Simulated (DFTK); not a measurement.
Ag:

```
CELL_PARAMETERS angstrom
0.00000 2.04275 2.04275
2.04275 0.00000 2.04275
2.04275 2.04275 0.00000
ATOMIC_POSITIONS crystal
Ag 0.00000 0.00000 0.00000
```

```yaml
Program: DFTK 0.8.2
Task: single point
Functional: PBE
Potentials_or_basis: dojo.nc.sr.pbe.v0_4_1.standard.upf (PBE)
Cutoff: 1116 eV
k_mesh: 11 × 11 × 11
Occupations: fermi-dirac, width 0.05 eV
Spin: no spin polarisation
```

On this cell: pressure 4.2 GPa; band gap on the k mesh none (metal or under the smearing width).

The same run follows on a disturbed copy (cell strained at random at fixed volume):

```
Ag
1.0
    -0.00622    2.03863    2.06720
     2.01497    0.04695    2.01403
     2.08560    2.05608   -0.02368
Ag
1
Direct
  0.00221 0.02855 0.98957
```

What does the disturbed cell give?

The energy (extrapolated to zero smearing) moves by +6.5 meV/atom; pressure 4.6 GPa; band gap on the k mesh none (metal or under the smearing width).

Stress tensor (GPa, compression positive):
```
 4.83 -1.85  1.52
-1.85  4.58 -0.88
 1.52 -0.88  4.49
```
